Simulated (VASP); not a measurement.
# Ag (Fm-3m) in VASP: notebook

The runs below take Ag through relaxation of cell and atoms, with PBEsol.

Everything below comes from runs of VASP 6.6.1. Logs are shortened: lines on timing, memory, paths and dates and some standing lists are left out, and cuts for length are marked.

### Step 1. The crystal as given

The structure is cubic, space group Fm-3m (No. 225). The conventional cell has a = 4.085 Å, b = 4.085 Å, c = 4.085 Å, α = 90.00°, β = 90.00°, γ = 90.00°. Ag (site symmetry m-3m) is surrounded by 12 Ag at 2.89 Å.

### Step 2. Relaxation of cell and atoms, PBEsol

Contents of INCAR:

```
SYSTEM = Ag
PREC     = Accurate       ! precision mode
ENCUT    = 600            ! plane-wave cutoff, eV
EDIFF    = 1E-6           ! SCF threshold, eV
ISMEAR   = 1              ! smearing method
SIGMA    = 0.1            ! smearing width, eV
LREAL    = .False.        ! projectors in reciprocal space
LASPH    = .True.         ! aspherical terms in the spheres
NELM     = 80             ! most SCF steps
ALGO     = Normal         ! electronic algorithm
ISIF     = 3              ! what is computed and relaxed
LWAVE    = .False.        ! write WAVECAR
LCHARG   = .False.        ! write CHGCAR
GGA      = PS             ! functional
IBRION   = 2              ! ionic algorithm
NSW      = 90             ! ionic steps
EDIFFG   = -0.01          ! ionic threshold
KPAR     = 4
```

Contents of KPOINTS:

```
Automatic mesh
0
Gamma
  16 16 16
  0 0 0
```

Contents of POSCAR:

```
Ag
1.0
    0.0000000000      2.0427500000      2.0427500000
    2.0427500000      0.0000000000      2.0427500000
    2.0427500000      2.0427500000      0.0000000000
Ag
1
Direct
    0.0000000000      0.0000000000      0.0000000000
```

Potentials or basis: VASP PAW PBE potentials, release 64 (Ag).

Launch:

```console
> cat potpaw_PBE.64/Ag/POTCAR > POTCAR
> mpirun -np 4 vasp_std > vasp.out
```

OUTCAR:

```text
SYSTEM = Ag
   PREC = Accurate
   ENCUT = 600
   EDIFF = 1E-6
   ISMEAR = 1
   LREAL = .False.
   LASPH = .True.
   NELM = 80
   ISIF = 3
   GGA = PS
   IBRION = 2
   NSW = 90
   EDIFFG = -0.01

 ion  position               nearest neighbor table
   1  0.000  0.000  0.000-

  LATTYP: Found a face centered cubic cell.
 ALAT       =     4.0855000000

  Lattice vectors:

 A1 = (   0.0000000000,   2.0427500000,   2.0427500000)
 A2 = (   2.0427500000,   0.0000000000,   2.0427500000)
 A3 = (   2.0427500000,   2.0427500000,   0.0000000000)

Analysis of symmetry for initial positions (statically):
=====================================================================
 Subroutine PRICEL returns:
 Original cell was already a primitive cell.

 Routine SETGRP: Setting up the symmetry group for a
 face centered cubic supercell.

 Subroutine GETGRP returns: Found 48 space group operations
 (whereof 48 operations were pure point group operations)
 out of a pool of 48 trial point group operations.

The static configuration has the point symmetry O_h .

Analysis of symmetry for dynamics (positions and initial velocities):
=====================================================================
 Subroutine PRICEL returns:
 Original cell was already a primitive cell.

 Routine SETGRP: Setting up the symmetry group for a
 face centered cubic supercell.

 Subroutine GETGRP returns: Found 48 space group operations
 (whereof 48 operations were pure point group operations)
 out of a pool of 48 trial point group operations.

The dynamic configuration has the point symmetry O_h .

 Subroutine INISYM returns: Found 48 space group operations
 (whereof 48 operations are pure point group operations),
 and found     1 'primitive' translations

----------------------------------------------------------------------------------------

                                     Primitive cell

  volume of cell :      17.0481

  direct lattice vectors                    reciprocal lattice vectors
     0.000000000  2.042750000  2.042750000    -0.244768082  0.244768082  0.244768082
     2.042750000  0.000000000  2.042750000     0.244768082 -0.244768082  0.244768082
     2.042750000  2.042750000  0.000000000     0.244768082  0.244768082 -0.244768082

  length of vectors
     2.888884755  2.888884755  2.888884755     0.423950755  0.423950755  0.423950755

  position of ions in fractional coordinates (direct lattice)
     0.000000000  0.000000000  0.000000000

  ion indices of the primitive-cell ions
   primitive index   ion index
                 1           1

----------------------------------------------------------------------------------------

 KPOINTS: Automatic mesh

Automatic generation of k-mesh.
 Grid dimensions read from file:
 generate k-points for:   16   16   16

 Generating k-lattice:

  Cartesian coordinates                     Fractional coordinates (reciprocal lattice)
    -0.015298005  0.015298005  0.015298005     0.062500000  0.000000000  0.000000000
     0.015298005 -0.015298005  0.015298005     0.000000000  0.062500000  0.000000000
     0.015298005  0.015298005 -0.015298005     0.000000000  0.000000000  0.062500000

  Length of vectors
     0.026496922  0.026496922  0.026496922

  Shift w.r.t. Gamma in fractional coordinates (k-lattice)
     0.000000000  0.000000000  0.000000000

 Subroutine IBZKPT returns following result:
 ===========================================

 Found    145 irreducible k-points:

 Following reciprocal coordinates:
            Coordinates               Weight
  0.000000  0.000000  0.000000      1.000000
  0.062500  0.000000  0.000000      8.000000
  0.125000  0.000000  0.000000      8.000000
  0.187500  0.000000  0.000000      8.000000
  0.250000  0.000000  0.000000      8.000000
  0.312500  0.000000  0.000000      8.000000
[... 16 lines left out ...]
 -0.125000  0.062500  0.000000     24.000000
 -0.062500  0.062500  0.000000     12.000000
 [... further k-points ...]
   k-points           NKPTS =    145   k-points in BZ     NKDIM =    145   number of bands    NBANDS=      9
   number of dos      NEDOS =    301   number of ions     NIONS =      1
   total plane-waves  NPLWV =  13824
   dimension x,y,z NGX =    24 NGY =   24 NGZ =   24
   dimension x,y,z NGXF=    48 NGYF=   48 NGZF=   48
   ions per type =               1
   NGX,Y,Z   is equivalent  to a cutoff of  13.81, 13.81, 13.81 a.u.
   NGXF,Y,Z  is equivalent  to a cutoff of  27.62, 27.62, 27.62 a.u.
 SYSTEM =  Ag
   PREC   = accura    normal or accurate (medium, high low for compatibility)
   ISTART =      0    job   : 0-new  1-cont  2-samecut
   ICHARG =      2    charge: 1-file 2-atom 10-const
   ISPIN  =      1    spin polarized calculation?
   LNONCOLLINEAR =      F non collinear calculations
   LSORBIT =      F    spin-orbit coupling
   LASPH  =      T    aspherical Exc in radial PAW
   ENCUT  =  600.0 eV  44.10 Ry    6.64 a.u.   5.77  5.77  5.77*2*pi/ulx,y,z
   NELM   =     80;   NELMIN=  2; NELMDL= -5     # of ELM steps
   EDIFF  = 0.1E-05   stopping-criterion for ELM
   LREAL  =      F    real-space projection
   EDIFFG = -.1E-01   stopping-criterion for IOM
   NSW    =     90    number of steps for IOM
   IBRION =      2    ionic relax: 0-MD 1-quasi-New 2-CG
   NFREE  =      1    steps in history (QN), initial steepest desc. (CG)
   ISIF   =      3    stress and relaxation
   ISYM   =      2    0-nonsym 1-usesym 2-fastsym
   POTIM  = 0.5000    time-step for ionic-motion
   TEBEG  =    0.0;   TEEND  =   0.0 temperature during run
   PSTRESS=    0.0 pullay stress
   NELECT =      11.0000    total number of electrons
   NUPDOWN=      -1.0000    fix difference up-down
   EMIN   =  10.00;   EMAX   =-10.00  energy-range for DOS
   EFERMI =   0.00;   METHOD = LEGACY
   ISMEAR =     1;   SIGMA  =   0.10  broadening in eV -4-tet -1-fermi 0-gaus
   EFERMI_NEDOS =   21; number of points for ismear=-14 and -15
   IALGO  =     38    algorithm
   IMIX   =      4    mixing-type and parameters
     AMIX     =   0.40;   BMIX     =  1.00
     AMIX_MAG =   1.60;   BMIX_MAG =  1.00
  volume/ion in A,a.u.               =      17.05       115.05
  Fermi-wavevector in a.u.,A,eV,Ry     =   1.414644  2.673290 27.228221  2.001218
  Thomas-Fermi vector in A             =   2.536165
   LORBIT       =      0    0 simple, 1 ext, 2 COOP (PROOUT), +10 PAW based schemes
   GGA     = PS    functional components
   LHFCALC =     F    Hartree Fock is set to
   AEXX    =    0.0000 exact exchange contribution
   IVDW    =     0    specifies the selected vdW correction
   LEPSILON=     F    determine dielectric tensor
   LRPA    =     F    only Hartree local field effects (RPA)
 conjugate gradient relaxation of ions
 non-spin polarized calculation
 Methfessel and Paxton  Order N= 1 SIGMA  =   0.10
  energy-cutoff  :      600.00
  volume of cell :       17.05
 maximum number of plane-waves:       588
   NGX = 11   NGY = 11   NGZ = 11

--------------------------------------- Ionic step        1  -------------------------------------------

 number of electron      10.9999999 magnetization

 Free energy of the ion-electron system (eV)
  ---------------------------------------------------
  ext. energy  EPLUGINS =         0.00000000
  ---------------------------------------------------
  free energy    TOTEN  =        -3.30675974 eV

  energy without entropy =       -3.30614593  energy(sigma->0) =       -3.30655514

------------------------ aborting loop because EDIFF is reached ----------------------------------------

  FORCE on cell =-STRESS in cart. coord.  units (eV):
  Direction    XX          YY          ZZ          XY          YZ          ZX
  --------------------------------------------------------------------------------------
  -------------------------------------------------------------------------------------
  Total       -0.2970872     -0.2970872     -0.2970872      0.0000000      0.0000000      0.0000000
  in kB      -27.9202259    -27.9202259    -27.9202259      0.0000000      0.0000000      0.0000000
  external PRESSURE =     -27.9202259 kB  Pullay stress =       0.0000000 kB
[... 55 lines left out ...]
  energy  without entropy=       -3.3076846953  energy(sigma->0) =       -3.30818666

--------------------------------------- Ionic step        3  -------------------------------------------

 number of electron      11.0000001 magnetization

 Free energy of the ion-electron system (eV)
  ---------------------------------------------------
  ext. energy  EPLUGINS =         0.00000000
  ---------------------------------------------------
  free energy    TOTEN  =        -3.31054344 eV

  energy without entropy =       -3.30980786  energy(sigma->0) =       -3.31029825

 E-fermi :   8.5210     XC(G=0): -12.5630

 val. band max:        8.5177465151   @ k =   0.5000   0.3125   0.1250
 cond. band min:       8.5307554628   @ k =   0.5000   0.1875   0.0625
 fundamental gap:      0.0130089477
 Fermi energy:         8.5210300242

 k-point     1 :       0.0000    0.0000    0.0000
  band No.  band energies     occupation
      1       0.5673      2.00000
      2       3.7225      2.00000
      3       3.7225      2.00000
      4       3.7225      2.00000
      5       4.8171      2.00000
      6       4.8171      2.00000
      7      24.6235      0.00000
      8      28.3459      0.00000
      9      28.3459      0.00000
[... 265 lines left out ...]
 k-point    24 :      -0.0625    0.0625    0.0000
  band No.  band energies     occupation
      1       0.8952      2.00000
      2       3.6303      2.00000
      3       3.8067      2.00000
      4       3.8360      2.00000
      5       4.7324      2.00000
      6       4.8381      2.00000
      7      24.6576      0.00000
      8      26.3562      0.00000
      9      27.7665      0.00000

 [... further k-points ...]

------------------------ aborting loop because EDIFF is reached ----------------------------------------

  FORCE on cell =-STRESS in cart. coord.  units (eV):
  Direction    XX          YY          ZZ          XY          YZ          ZX
  --------------------------------------------------------------------------------------
  -------------------------------------------------------------------------------------
  Total       -0.0006960     -0.0006960     -0.0006960     -0.0000000      0.0000000      0.0000000
  in kB       -0.0670680     -0.0670680     -0.0670680     -0.0000000      0.0000000      0.0000000
  external PRESSURE =      -0.0670680 kB  Pullay stress =       0.0000000 kB
[... 16 lines left out ...]
  FREE ENERGIE OF THE ION-ELECTRON SYSTEM (eV)
  ---------------------------------------------------
  free  energy   TOTEN  =        -3.3105434418 eV

  energy  without entropy=       -3.3098078650  energy(sigma->0) =       -3.31029825

 reached required accuracy - stopping structural energy minimisation
```

Wall time 12 s (4 MPI ranks of Intel Xeon Platinum 8259CL at 2.50GHz (Skylake/Cascade Lake), shared host); peak memory 0.16 GiB.

What came out:

| Property | Result |
| --- | --- |
| Free energy | -3.3105 eV |
| Relaxed volume | 16.63 Å³/atom |
| Relaxed cell | a = 2.865 Å, b = 2.865 Å, c = 2.865 Å, α = 60.00°, β = 60.00°, γ = 60.00° |
| Space group after relaxing (to 0.05 Å) | Fm-3m (No. 225) |
| Energy gained by relaxing | 3.8 meV/atom |
| Ionic steps | 3 |
| Pressure after relaxing | 0.0 GPa |
| Band gap on the k mesh | none (metal or under the smearing width) |

Step by step:
| step | energy change (eV) | largest force (eV/Å) | pressure (GPa) | volume (Å³) |
| --- | --- | --- | --- | --- |
| 1 | 0.0000 | 0.0000 | -2.79 | 17.05 |
| 2 | -0.0017 | 0.0000 | 2.30 | 16.33 |
| 3 | -0.0038 | 0.0000 | -0.01 | 16.63 |

Final structure:
```
Ag
1.0
     0.00000    2.02576    2.02576
     2.02576    0.00000    2.02576
     2.02576    2.02576    0.00000
Ag
1
Direct
  0.00000 0.00000 0.00000
```

Levels at points of the mesh, in eV from the Fermi level:
```
           k point  band 2  band 3  band 4  band 5  band 6  band 7  band 8  band 9
(0.00, 0.00, 0.00)   -4.80   -4.80   -4.80   -3.70   -3.70   16.10   19.82   19.82
(0.50, 0.00, 0.00)   -4.82   -4.82   -2.87   -2.87   -0.46    3.79   15.34   18.14
(0.50, 0.50, 0.00)   -6.38   -2.90   -2.65   -2.65    1.58    6.98   10.79   10.79
```

Caveat: the PAW data sets were made with another functional, which shifts forces and pressure a little.

### Step 3. Relaxation of cell and atoms, PBEsol

This run uses another cell than the first one, of 16.63 Å³/atom, 0.975 times its volume.

Edit INCAR of step 2 so:

```diff
@@ -3,3 +3,3 @@
 ENCUT    = 600            ! plane-wave cutoff, eV
-EDIFF    = 1E-6           ! SCF threshold, eV
+EDIFF    = 1E-7           ! SCF threshold, eV
 ISMEAR   = 1              ! smearing method
@@ -16,3 +16,3 @@
 NSW      = 90             ! ionic steps
-EDIFFG   = -0.01          ! ionic threshold
+EDIFFG   = -0.005         ! ionic threshold
 KPAR     = 4
```

KPOINTS is that of step 2.

Contents of POSCAR:

```
Ag                                      
1.0
    0.0000000000      2.0257627213      2.0257627213
    2.0257627213      0.0000000000      2.0257627213
    2.0257627213      2.0257627213      0.0000000000
  Ag            
     1
Direct
     0.0000000000000000    0.0000000000000000    0.0000000000000000
```

Potentials or basis: VASP PAW PBE potentials, release 64 (Ag).

Launch:

```console
> cat potpaw_PBE.64/Ag/POTCAR > POTCAR
> mpirun -np 4 vasp_std > vasp.out
```

It took 5.7 s on 4 MPI ranks of Intel Xeon Platinum 8259CL at 2.50GHz (Skylake/Cascade Lake), shared host; peak memory 0.15 GiB.

Results (log left out):

```
Free energy             : -3.3103 eV
Pressure after relaxing : 0.0 GPa
Band gap on the k mesh  : none (metal or under the smearing width)
```

Final structure:
```xyz
1
Lattice="0.0000 2.0258 2.0258 2.0258 0.0000 2.0258 2.0258 2.0258 0.0000" Properties=species:S:1:pos:R:3 pbc="T T T"
Ag    0.0000    0.0000    0.0000
```

Levels at points of the mesh, in eV from the Fermi level:
```tsv
k point	band 3	band 4	band 5	band 6	band 7	band 8	band 9
(0.00, 0.00, 0.00)	-4.80	-4.80	-3.70	-3.70	16.10	19.82	19.82
(0.50, 0.00, 0.00)	-4.82	-2.87	-2.87	-0.46	3.79	15.34	18.14
(0.50, 0.50, 0.00)	-2.90	-2.65	-2.65	1.58	6.98	10.79	10.79
```

Caveat: the relaxation stopped at its first step, so nothing moved; the PAW data sets were made with another functional, which shifts forces and pressure a little.
